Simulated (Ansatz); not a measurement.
# Run record: MnS

The cell (8 atoms) is MnS as an experimental structure (space group P6_3mc, primitive cell doubled). Source: COD entry 9008871; it may be a high-temperature, high-pressure or metastable form.

Level of theory: Ansatz, DFT, PBEsol+U, PAW, plane waves, scalar-relativistic.

Input:

```yaml
crystal:
  lattice:
    - [3.9760013, 0.0, 0.0]
    - [-3.9760013, 6.88663626, 0.0]
    - [0.0, 0.0, 6.432]
  atoms:
    - { symbol: Mn, position: [0.33333333, 0.33333333, 0.0], spin: 0.14 }
    - { symbol: Mn, position: [0.33333333, 0.83333333, 0.0], spin: 0.14 }
    - { symbol: Mn, position: [0.66666667, 0.16666667, 0.5], spin: 0.14 }
    - { symbol: Mn, position: [0.66666667, 0.66666667, 0.5], spin: 0.14 }
    - { symbol: S, position: [0.33333333, 0.33333333, 0.385] }
    - { symbol: S, position: [0.33333333, 0.83333333, 0.385] }
    - { symbol: S, position: [0.66666667, 0.16666667, 0.885] }
    - { symbol: S, position: [0.66666667, 0.66666667, 0.885] }
magnetization:
  spin_polarized: true
hamiltonian:
  xc: pbesol
  pseudopotentials: { kind: paw }
  hubbard: { sites: [{ species: Mn, l: d, u_eff: 6.1 }] }
basis:
  ecutwfc: 420
kpoints:
  mp_grid: { grid: [6, 3, 3] }
scf:
  occupations: { method: fermi_dirac, width: 0.03 }
  lower_state_search: "off"
output:
  forces: true
  stress: true
```

Program output, abridged:

```
Mn: projections on atomic orbitals take those of the free atom [Ne] 3s2 3p6 3d5 4s2, of charge +0.00 (hamiltonian.pseudopotentials.projection_atoms); the dataset's partial waves leave at most 9.0e-7 of an orbital's norm unspanned inside its sphere
S: projections on atomic orbitals take those of the free atom [Ne] 3s2 3p4, of charge +0.00 (hamiltonian.pseudopotentials.projection_atoms); the dataset's partial waves leave at most 1.6e-7 of an orbital's norm unspanned inside its sphere
Pseudopotentials: kind: paw
Pseudopotential: Mn, paw, valence charge 15, recommended cutoff 420 eV (normal), Mn.paw.azcp
Pseudopotential: S, paw, valence charge 6, recommended cutoff 420 eV (normal), S.paw.azcp
Functional definition: PBEsol
Crystal: 8 atoms, lattice volume = 176.116 Å³
Basis set: ecut = 420 eV, 3479 PW (Γ), exchange–correlation on 54×108×90 points (8 copies of the dense FFT grid, shifted against one another)
Bands: 51, of which v1, the nominal top of the filled ones, is band 42 counted from 1 (41 counted from 0)
Symmetry: 8 space group operations
Space group: P63mc (ITA 186), of the structure as read, at distance tolerance 5.6e-5 Å
Magnetic group: BNS 186.203 (UNI 1433), of the structure as read, at distance tolerance 5.6e-5 Å
k-points: 16 of 54 (time reversal used)
Non-local potential: Mn, projectors of the file, l = 0: 3, l = 1: 2, l = 2: 3, l = 3: 1
Non-local potential: S, projectors of the file, l = 0: 2, l = 1: 2, l = 2: 2
PAW frozen core: Mn, regenerated for the run's functional, and the local potential with it (the file was generated under x = pbe(κ = 0.804, μ = 0.2195149727645171), c = pbe(β = 0.06672455060314922))
PAW frozen core: S, regenerated for the run's functional, and the local potential with it (the file was generated under x = pbe(κ = 0.804, μ = 0.2195149727645171), c = pbe(β = 0.06672455060314922))
Initial density: superposition of atomic densities (chi_scale 0.1, normalization cell, long waves kept (reshape's long-wave potential 0.00 eV rms))
Starting moments: Σ|m| = 0.56 μB on 4 of 8 sites
Initial wavefunctions: pseudopotential atomic-orbital guess
Functional: x = pbesol(κ = 0.804, μ = 0.12345679012345678), c = pbesol(β = 0.046)
SCF iter   1: F=—  HF=-18991.759351 eV  |F-HF|=—  |Δ(HF+E_count)|=         —  Δρ=1.37e-1 (↑1.37e-1 ↓1.11e-1)  dr2=1.28e2  dr2_m=3.08e-1  M=1.377 μB ∫|m|=1.623 μB  β_m=1.00  ethr=3.10e-3  ⟨swp⟩=6.7  Hψ=5666  notcnv=0
preconditioner: auto → Kerker (q_TF=auto, 2.412 Å⁻¹)  [metal: Δε(μ)=0.038 eV  Ē_g=3.913 eV  σ=0.030 eV  W_gap=0.30  n_scr=38 (ndim 8)  ℏωp=20.2 eV  f_vac=0.005  D(μ)=7.27/eV (n_scr^D=66)]
spin=Collinear: Kerker preconditioning applied to the charge; magnetization (m = ρ↑ − ρ↓) channel mixes plain (no charge-response kernel on spin).
SCF iter   2: F=—  HF=-18984.886869 eV  |F-HF|=—  |Δ(HF+E_count)|=    6.87e0  Δρ=5.33e-2 (↑5.16e-2 ↓5.33e-2)  dr2=9.87e0  dr2_m=9.23e-3  M=1.528 μB ∫|m|=1.808 μB  β_m=1.00  ethr=3.10e-3  ⟨swp⟩=4.0  Hψ=4242  notcnv=0  defer=36
SCF iter   3: F=—  HF=-18985.796421 eV  |F-HF|=—  |Δ(HF+E_count)|=   9.10e-1  Δρ=3.93e-2 (↑2.64e-2 ↓3.93e-2)  dr2=1.81e0  dr2_m=3.12e-1  M=2.546 μB ∫|m|=2.947 μB  β_m=1.00  ethr=3.10e-3  ⟨swp⟩=3.4  Hψ=3576  notcnv=0  defer=11
SCF iter   4: F=—  HF=-18988.497352 eV  |F-HF|=—  |Δ(HF+E_count)|=    2.70e0  Δρ=2.85e-2 (↑2.77e-2 ↓2.85e-2)  dr2=9.70e-1  dr2_m=7.21e-1  M=3.999 μB ∫|m|=4.714 μB  β_m=1.00  ethr=2.15e-3  ⟨swp⟩=2.2  Hψ=2488  notcnv=0  defer=16
SCF iter   5: F=—  HF=-18990.914648 eV  |F-HF|=—  |Δ(HF+E_count)|=    2.42e0  Δρ=1.01e-2 (↑1.01e-2 ↓1.01e-2)  dr2=3.61e-1  dr2_m=6.09e-2  M=4.000 μB ∫|m|=5.228 μB  β_m=1.00  ethr=1.15e-3  ⟨swp⟩=3.2  Hψ=2839  notcnv=0  defer=21
SCF iter   6: F=—  HF=-18992.938673 eV  |F-HF|=—  |Δ(HF+E_count)|=    2.02e0  Δρ=8.53e-3 (↑8.44e-3 ↓8.53e-3)  dr2=9.52e-2  dr2_m=4.16e-2  M=4.000 μB ∫|m|=5.657 μB  β_m=1.00  ethr=4.29e-4  ⟨swp⟩=3.4  Hψ=3117  notcnv=0  defer=53
SCF iter   7: F=—  HF=-18994.262084 eV  |F-HF|=—  |Δ(HF+E_count)|=    1.32e0  Δρ=7.50e-3 (↑7.50e-3 ↓2.83e-3)  dr2=3.85e-2  dr2_m=3.21e-2  M=4.000 μB ∫|m|=6.036 μB  β_m=1.00  ethr=1.13e-4  ⟨swp⟩=3.1  Hψ=2788  notcnv=0  defer=83
SCF iter   8: F=—  HF=-18995.136182 eV  |F-HF|=—  |Δ(HF+E_count)|=   8.74e-1  Δρ=6.87e-3 (↑6.87e-3 ↓2.13e-3)  dr2=1.06e-1  dr2_m=1.83e-2  M=4.000 μB ∫|m|=6.337 μB  β_m=0.30  ethr=4.59e-5  ⟨swp⟩=3.3  Hψ=3193  notcnv=0  defer=82
Mixer restart at iter 8: flushing history
spin-set hold released at iteration 8 (site moments contracting): the magnetisation degrees of freedom join the quasi-Newton model from the next iteration; the mixer history was flushed
SCF iter   9: F=—  HF=-18995.697521 eV  |F-HF|=—  |Δ(HF+E_count)|=   5.61e-1  Δρ=5.79e-3 (↑5.79e-3 ↓2.47e-3)  dr2=2.99e-2  dr2_m=2.35e-2  M=4.000 μB ∫|m|=6.454 μB  β_m=0.65  ethr=4.59e-5  ⟨swp⟩=3.9  Hψ=2989  notcnv=0  defer=87
[... 21 iterations left out ...]
SCF iter  31: F=—  HF=-18996.737683 eV  |F-HF|=—  |Δ(HF+E_count)|=   3.60e-2  Δρ=2.10e-3 (↑9.70e-4 ↓2.10e-3)  dr2=4.24e-3  dr2_m=2.24e-3  M=4.001 μB ∫|m|=7.215 μB  β_m=0.98  ethr=8.27e-8  ⟨swp⟩=4.2  Hψ=5416  notcnv=0  defer=81  recentre
SCF iter  32: F=—  HF=-18996.757334 eV  |F-HF|=—  |Δ(HF+E_count)|=   1.97e-2  Δρ=1.09e-3 (↑5.60e-4 ↓1.09e-3)  dr2=1.24e-3  dr2_m=6.25e-4  M=4.000 μB ∫|m|=7.204 μB  β_m=0.99  ethr=8.27e-8  ⟨swp⟩=4.0  Hψ=4851  notcnv=0  defer=81
SCF iter  33: F=—  HF=-18996.746569 eV  |F-HF|=—  |Δ(HF+E_count)|=   1.08e-2  Δρ=1.54e-3 (↑6.44e-4 ↓1.54e-3)  dr2=1.51e-3  dr2_m=1.33e-3  M=4.000 μB ∫|m|=7.230 μB  β_m=0.30  ethr=8.27e-8  ⟨swp⟩=4.6  Hψ=5244  notcnv=0  defer=81
SCF iter  34: F=—  HF=-18996.759741 eV  |F-HF|=—  |Δ(HF+E_count)|=   1.32e-2  Δρ=8.43e-4 (↑2.69e-4 ↓8.43e-4)  dr2=4.33e-4  dr2_m=3.51e-4  M=4.000 μB ∫|m|=7.204 μB  β_m=0.30  ethr=8.27e-8  ⟨swp⟩=4.0  Hψ=5202  notcnv=0  defer=81
SCF iter  35: F=—  HF=-18996.783844 eV  |F-HF|=—  |Δ(HF+E_count)|=   2.41e-2  Δρ=3.78e-4 (↑2.09e-4 ↓3.78e-4)  dr2=1.81e-4  dr2_m=7.33e-5  M=4.001 μB ∫|m|=7.188 μB  β_m=0.49  ethr=8.27e-8  ⟨swp⟩=4.4  Hψ=5482  notcnv=0  defer=84
SCF iter  36: F=—  HF=-18996.792367 eV  |F-HF|=—  |Δ(HF+E_count)|=   8.52e-3  Δρ=1.12e-3 (↑2.85e-4 ↓1.12e-3)  dr2=7.12e-4  dr2_m=5.68e-4  M=4.001 μB ∫|m|=7.181 μB  β_m=0.18  ethr=8.27e-8  ⟨swp⟩=4.2  Hψ=5376  notcnv=0  defer=88  recentre
SCF iter  37: F=—  HF=-18996.791437 eV  |F-HF|=—  |Δ(HF+E_count)|=   9.29e-4  Δρ=6.89e-4 (↑1.67e-4 ↓6.89e-4)  dr2=2.34e-4  dr2_m=2.14e-4  M=4.001 μB ∫|m|=7.182 μB  β_m=0.43  ethr=8.27e-8  ⟨swp⟩=3.6  Hψ=4306  notcnv=0  defer=88
SCF iter  38: F=—  HF=-18996.785444 eV  |F-HF|=—  |Δ(HF+E_count)|=   5.99e-3  Δρ=4.21e-4 (↑1.39e-4 ↓4.21e-4)  dr2=8.96e-5  dr2_m=9.60e-5  M=4.001 μB ∫|m|=7.182 μB  β_m=0.72  ethr=8.27e-8  ⟨swp⟩=4.0  Hψ=4657  notcnv=0  defer=87
SCF iter  39: F=—  HF=-18996.791197 eV  |F-HF|=—  |Δ(HF+E_count)|=   5.75e-3  Δρ=2.02e-4 (↑1.16e-4 ↓2.02e-4)  dr2=2.85e-5  dr2_m=3.08e-5  M=4.001 μB ∫|m|=7.176 μB  ethr=8.27e-8  ⟨swp⟩=1.4  Hψ=6327  notcnv=0
Mixer restart at iter 39: flushing history
iteration 39: the SCF's residuals had fallen too slowly under its mixing. It goes on by minimising its free energy, and can end on another state than longer mixing would; under `scf.algorithm: density_mixing` no SCF does so, but by `scf.convergence.dm_fallback`
SCF iter  40: F=—  HF=-18999.606128 eV  |F-HF|=—  |Δ(HF+E_count)|=    2.81e0  Δρ=2.69e-2 (↑2.69e-2 ↓2.23e-2)  dr2=3.91e0  dr2_m=4.79e-2  M=4.000 μB ∫|m|=6.869 μB  ethr=3.39e-8  ⟨swp⟩=6.8  Hψ=15379  notcnv=0
SCF iter  41: F=—  HF=-18999.205935 eV  |F-HF|=—  |Δ(HF+E_count)|=   4.00e-1  Δρ=4.66e-3 (↑4.66e-3 ↓3.29e-3)  dr2=6.09e-2  dr2_m=7.51e-3  M=4.000 μB ∫|m|=6.687 μB  ethr=3.39e-8  ⟨swp⟩=9.3  Hψ=11910  notcnv=0
SCF iter  42: F=—  HF=-18999.621411 eV  |F-HF|=—  |Δ(HF+E_count)|=   4.15e-1  Δρ=1.53e-3 (↑1.04e-3 ↓1.53e-3)  dr2=2.36e-3  dr2_m=1.50e-3  M=4.000 μB ∫|m|=6.292 μB  ethr=3.39e-8  ⟨swp⟩=7.9  Hψ=11273  notcnv=0
SCF iter  43: F=—  HF=-18999.645631 eV  |F-HF|=—  |Δ(HF+E_count)|=   2.42e-2  Δρ=3.41e-4 (↑3.41e-4 ↓2.94e-4)  dr2=2.41e-4  dr2_m=9.30e-5  M=4.000 μB ∫|m|=6.159 μB  ethr=3.39e-8  ⟨swp⟩=6.4  Hψ=9568  notcnv=0
SCF iter  44: F=—  HF=-18999.647781 eV  |F-HF|=—  |Δ(HF+E_count)|=   2.15e-3  Δρ=1.41e-4 (↑1.41e-4 ↓9.38e-5)  dr2=2.90e-5  dr2_m=1.32e-5  M=4.000 μB ∫|m|=6.122 μB  ethr=3.39e-8  ⟨swp⟩=5.8  Hψ=8060  notcnv=0
SCF iter  45: F=—  HF=-18999.648384 eV  |F-HF|=—  |Δ(HF+E_count)|=   6.03e-4  Δρ=7.30e-5 (↑5.30e-5 ↓7.30e-5)  dr2=6.96e-6  dr2_m=3.92e-6  M=4.000 μB ∫|m|=6.107 μB  ethr=3.39e-8  ⟨swp⟩=5.7  Hψ=8943  notcnv=0
SCF iter  46: F=—  HF=-18999.649347 eV  |F-HF|=—  |Δ(HF+E_count)|=   9.64e-4  Δρ=8.54e-5 (↑8.54e-5 ↓6.74e-5)  dr2=1.70e-5  dr2_m=2.26e-6  M=4.000 μB ∫|m|=6.086 μB  ethr=8.28e-9  ⟨swp⟩=6.4  Hψ=7942  notcnv=0
SCF iter  47: F=—  HF=-18999.650215 eV  |F-HF|=—  |Δ(HF+E_count)|=   8.68e-4  Δρ=7.59e-5 (↑7.59e-5 ↓5.94e-5)  dr2=1.64e-5  dr2_m=1.16e-6  M=4.000 μB ∫|m|=6.078 μB  ethr=8.28e-9  ⟨swp⟩=6.8  Hψ=7738  notcnv=0
SCF iter  48: F=—  HF=-18999.650378 eV  |F-HF|=—  |Δ(HF+E_count)|=   1.63e-4  Δρ=2.43e-5 (↑2.36e-5 ↓2.43e-5)  dr2=2.03e-6  dr2_m=1.05e-7  M=4.000 μB ∫|m|=6.079 μB  ethr=8.28e-9  ⟨swp⟩=6.2  Hψ=7185  notcnv=0
SCF iter  49: F=—  HF=-18999.650395 eV  |F-HF|=—  |Δ(HF+E_count)|=   1.73e-5  Δρ=8.65e-6 (↑7.26e-6 ↓8.65e-6)  dr2=1.91e-7  dr2_m=3.72e-8  M=4.000 μB ∫|m|=6.079 μB  ethr=2.41e-9  ⟨swp⟩=4.3  Hψ=6225  notcnv=0
SCF iter  50: F=-18999.650399 eV  HF=-18999.650399 eV  |F-HF|=1.87e-8  |Δ(HF+E_count)|=   3.33e-6  Δρ=4.62e-6 (↑4.62e-6 ↓2.80e-6)  dr2=2.10e-8  dr2_m=1.66e-8  M=4.000 μB ∫|m|=6.080 μB  ethr=1.19e-10  ⟨swp⟩=5.2  Hψ=7939  notcnv=0
SCF iter  51: F=-18999.650399 eV  HF=-18999.650399 eV  |F-HF|=1.87e-8  |Δ(HF+E_count)|=  3.64e-12  Δρ=4.62e-6 (↑4.62e-6 ↓2.80e-6)  dr2=2.10e-8  dr2_m=1.66e-8  M=4.000 μB ∫|m|=6.080 μB  ethr=2.50e-11  ⟨swp⟩=2.8  Hψ=7810  notcnv=0
SCF 1 converged in 51 iterations: F = -18999.650399 eV  dr2 = 2.10e-8
  greatest PAW one-centre occupation: 1.001 electrons in one spin orbital (limit 2), on the Mn atom at site 3 (counted from 0), in its partial waves of l = 1
SCF converged after 51 iterations
Stability not told: the SCF's own minimisation came to no verdict on its close; the lowest value that the minimisation read is 1.9e-2 (residual 2.0e-4): no lower mode is shown, and none is ruled out
Magnetization: 4.0000 μB (44.0000 up, 40.0000 down)
Absolute magnetization: 7.2091 μB (∫|ρ↑−ρ↓|, with the PAW one-centre terms)
Spin contamination: 3.8455 ħ² per cell (⟨S²⟩ above its minimum at these occupations)
Per-site moments (μB) at R_I (Å): [(0.8712, 0.9948), (0.8712, 0.9948), (0.8712, 0.9948), (0.8712, 0.9948), (0.0067, 0.9948), (0.0067, 0.9948), (0.0067, 0.9948), (0.0067, 0.9948)]
Free energy (F): -18999.650399 eV
Harris-Foulkes:  -18999.650399 eV  (|F-HF|=1.87e-8)
Internal energy: -18999.650318 eV  (E = F + TS)
E sigma→0 (E₀):  -18999.650358 eV
Entropy (-TS):   -0.000081 eV (-0.010 meV/atom)
Fermi energy:    7.225880 eV
--- Per-component energies (eV) ---
  E_band       = -1482.612382
  E_kinetic    = 1622.348128
  E_local      = -11194.713460  (includes V_loc(G=0)·N_el)
  E_nonlocal   = 1115.044549
  E_hartree    = 4582.013081
  E_xc         = -821.786351
  E_vxc        = -910.711255  (∫ρ·V_xc dr)
  E_hubbard    = 5.353739  (on-site DFT+U / exact-exchange correction)
  E_vhub       = -54.976158  (the Hubbard potential's part of the band-sum identity)
  E_paw        = -7427.781483  (= ΣΔE_a)
  E_vpaw       = -1223.628501  (= ΣTr[D̂ρ^β])
  E_aug_tail   = -0.000035  (compensation charges beyond the density's cutoff)
  E_ewald      = -6881.054884
  E_core_change = 0.926398  (= ΣΔE_core)
  E_smearing   = -0.000081  (= −TS)
  E_closure    = 0.000000  (closes the sum)
  Σ components = -18999.650399   (vs F -18999.650399, Δ=0.00e0)
--- Forces (eV/Å), atoms counted from 1 ---
  atom   1  Mn     0.00000000    -0.17689734     0.30961693
  atom   2  Mn     0.00000000    -0.17689734     0.30961693
  atom   3  Mn     0.00000000     0.17689734     0.30961693
  atom   4  Mn     0.00000000     0.17689734     0.30961693
  atom   5  S     -0.00000000    -0.40818854    -0.30960715
  atom   6  S     -0.00000000    -0.40818854    -0.30960715
  atom   7  S     -0.00000000     0.40818854    -0.30960715
  atom   8  S     -0.00000000     0.40818854    -0.30960715
  max |Σ_I F_I| component: 3.91e-5 eV/Å
--- Stress (GPa, compression-positive) ---
        0.108672       0.000000      -0.000000
        0.000000      -3.991171       0.000000
       -0.000000       0.000000      -3.909751
  P = ⅓ Tr σ = -2.5974 GPa (-25.974 kbar)
--- Band table (eV; the first three rows and the last of 32) ---
k-point 0 ↑: bands = ["-73.0163", "-73.0162", "-73.0161", "-73.0161", "-42.0918", "-42.0913", "-42.0891", "-42.0886", "-42.0420", "-42.0412", "-42.0412", "-42.0406", "-41.5683", "-41.5667", "-41.5656", "-41.5646", "-6.3624", "-5.7049", "-5.7024", "-5.3712", "0.7716", "0.9590", "1.0217", "1.0987", "1.4164", "1.4465", "1.5346", "1.8892", "2.0208", "2.0380", "2.5265", "2.5878", "2.6298", "2.7187", "2.9282", "3.8867", "3.9904", "4.0815", "4.5580", "4.6386", "6.0157", "6.2214", "6.2544", "7.0973", "7.3546", "7.7770", "8.5734", "8.6030", "8.8563", "8.8967", [...]
k-point 1 ↑: bands = ["-73.0163", "-73.0162", "-73.0160", "-73.0160", "-42.0917", "-42.0914", "-42.0890", "-42.0887", "-42.0418", "-42.0414", "-42.0411", "-42.0408", "-41.5674", "-41.5665", "-41.5659", "-41.5655", "-6.2083", "-5.8801", "-5.6135", "-5.4465", "0.8076", "0.9004", "1.0126", "1.1394", "1.1794", "1.2945", "1.3536", "1.5540", "2.2118", "2.4012", "2.5890", "2.6705", "2.6868", "2.8041", "2.8756", "3.7650", "4.1862", "4.3667", "4.8473", "4.9585", "5.5586", "5.6692", "6.4266", "6.8651", "7.5374", "7.9407", "8.7792", "8.8753", "8.9418", "9.4051", [...]
k-point 2 ↑: bands = ["-73.0163", "-73.0161", "-73.0161", "-73.0160", "-42.0911", "-42.0906", "-42.0898", "-42.0892", "-42.0418", "-42.0414", "-42.0410", "-42.0408", "-41.5680", "-41.5673", "-41.5652", "-41.5648", "-6.2191", "-5.8957", "-5.6129", "-5.4403", "0.8578", "1.0241", "1.0617", "1.0702", "1.2491", "1.3133", "1.5883", "1.5981", "2.1565", "2.4942", "2.5355", "2.6367", "2.7746", "2.8702", "2.9332", "3.2529", "3.7734", "4.0340", "4.9030", "4.9848", "5.7679", "5.7909", "6.3055", "6.8467", "7.7322", "8.0092", "8.3349", "8.4669", "8.9274", "9.1696", [...]
k-point 15 ↓: bands = ["-72.0312", "-72.0312", "-72.0312", "-72.0312", "-41.2486", "-41.2486", "-41.2479", "-41.2479", "-40.8287", "-40.8287", "-40.8286", "-40.8286", "-40.7239", "-40.7239", "-40.7235", "-40.7235", "-5.5280", "-5.5280", "-5.4078", "-5.4078", "1.5697", "1.5697", "1.6722", "1.6722", "2.0446", "2.0446", "2.2455", "2.2455", "3.2178", "3.2178", "3.3588", "3.3588", "3.9738", "3.9738", "4.4611", "4.4611", "4.8154", "4.8154", "4.9436", "4.9436", "8.5362", "8.5362", "8.6847", "8.6847", "9.1138", "9.1138", "9.5738", "9.5738", "9.9063", "9.9063", [...]
```

Among 17 converged runs of this cell from various starts and settings, this end is 1744 meV/atom above the lowest found (antiferromagnetic, site moments Mn1 4.34, Mn2 -4.34, Mn3 -4.34, Mn4 4.34 μB, total 0.00 μB per cell, a gap of 2.80 eV on the k-mesh). Sign patterns typed on Mn1 Mn2 Mn3 Mn4: ++++, +--+, +-+-, ++--, +000; other orders that fit weren't typed.

A static U favours moments and orbital order; the result depends on U and need not be the measured state.

The run took 5.4 min on 2 threads of Arm Neoverse V1 (shared host), peak memory 0.97 GiB.
